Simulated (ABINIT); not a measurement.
CdSe:

```
CELL_PARAMETERS angstrom
0.00000 3.07027 3.07027
3.07027 0.00000 3.07027
3.07027 3.07027 0.00000
ATOMIC_POSITIONS crystal
Cd 0.00000 0.00000 0.00000
Se 0.25000 0.25000 0.25000
```

Measurements of this composition are mostly on another form, of space group No. 186.

Base run:

- Program: ABINIT 10.8.3 (patched build)
- Functional: PBE0
- Potentials or basis: SG15 NC PBE v1.2
- Cutoff: 490 eV
- k mesh: 6 × 6 × 6
- Occupations: fixed
- Spin: no spin polarisation

Its results: band gap on the k mesh 1.90 eV, direct; pressure -0.4 GPa.

Task: The run is repeated on the same cell with these changes: functional from PBE0 to PBE. What comes out?

Result: Band gap on the k mesh 0.54 eV, direct; pressure 1.3 GPa.

PBE0 gives the wider gap, since exact exchange removes part of the self-interaction.

Caveats: the potentials were made for another functional, which shifts forces and pressure (some runs).

